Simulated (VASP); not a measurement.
Write the native input for VASP 6.6.1 that does the following.

```yaml
Task: single point
Functional: PBE
Potentials_or_basis: VASP PAW PBE potentials, release 64 (Li_sv)
Cutoff: 520 eV
k_mesh: 20 × 20 × 20
Occupations: methfessel-paxton, width 0.1 eV
Spin: no spin polarisation
Dipole_correction: no
Further_INCAR_settings: ALGO = Fast; EDIFF = 1e-06; NBANDS = 10
```

The structure of Li lies in POSCAR:

```
Li
1.0
    3.4336062743      0.0000000000      0.0000000000
    0.0000000000      3.4336062743      0.0000000000
    0.0000000000      0.0000000000      3.4336062743
Li
2
Direct
    0.0000000000      0.0000000000      0.0000000000
    0.5000000000      0.5000000000      0.5000000000
```

The cell was built by a generator and needn't be a form met in nature.

These files were run (other wordings do the same):

INCAR

```
  PREC = Accurate
  ENCUT = 520
  EDIFF = 1E-6
  ISMEAR = 1
  SIGMA = 0.1
  LREAL = F
  LASPH = T
  NELM = 100
  ALGO = Fast
  ISIF = 2
  LWAVE = F
  LCHARG = F
  GGA = PE
  NBANDS = 10
```

KPOINTS

```
Automatic mesh
0
Gamma
  20 20 20
```

Potentials or basis: VASP PAW PBE potentials, release 64 (Li_sv).

The run is started by

```console
$ cat potpaw_PBE.64/Li_sv/POTCAR > POTCAR
$ mpirun -np 1 vasp_std > vasp.out
```

Results of the run:

- Band gap on the k mesh: none (metal or under the smearing width)

Wall time 55 s on 1 thread of Intel(R) Xeon(R) 6975P-C (Granite Rapids), with other jobs on the host, peak memory 0.2 GiB.
